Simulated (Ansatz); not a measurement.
Tl:

```xyz
2
Lattice="3.4560 0.0000 0.0000 -1.7280 2.9930 0.0000 0.0000 0.0000 5.5250" Properties=species:S:1:pos:R:3 pbc="T T T"
Tl    1.7280    0.9977    4.1438
Tl    0.0000    1.9953    1.3813
```

| Property | Result |
| --- | --- |
| Program | Ansatz 0.2.0 |
| Task | relaxation of cell and atoms |
| Functional | BLYP |
| Dispersion | D3(BJ) |
| Potentials or basis | PseudoDojo stringent |
| Cutoff | 1230 eV |
| Density cutoff | 14760 eV |
| k mesh | 7 × 7 × 4 |
| Occupations | methfessel-paxton, width 0.15 eV |
| Spin | no spin polarisation |

At the start: pressure 2.1 GPa; volume 28.57 Å³/atom.

**Question.** Where does the relaxation end?

**Answer.** Over 5 steps the energy falls by 13.1 meV/atom and the volume is 30.44 Å³/atom (+6.5 %); space group P6_3/mmc (No. 194, to 0.05 Å).

The path:
```
step  energy change (eV)  largest force (eV/Å)  pressure (GPa)  volume (Å³)
   1              0.0000                0.0000            2.14        57.15
   2             -0.0064                0.0000            1.80        57.62
   3             -0.0256                0.0000            0.10        60.45
   4             -0.0260                0.0000           -0.06        60.77
   5             -0.0261                0.0000           -0.11        60.87
```

Final structure:
```
Tl
1.0
     3.50818    0.00000    0.00000
    -1.75409    3.03817    0.00000
     0.00000    0.00000    5.71137
Tl
2
Direct
  0.66667 0.33333 0.75000
  0.33333 0.66667 0.25000
```

Caveat: the potentials were made for another functional, which shifts forces and pressure.
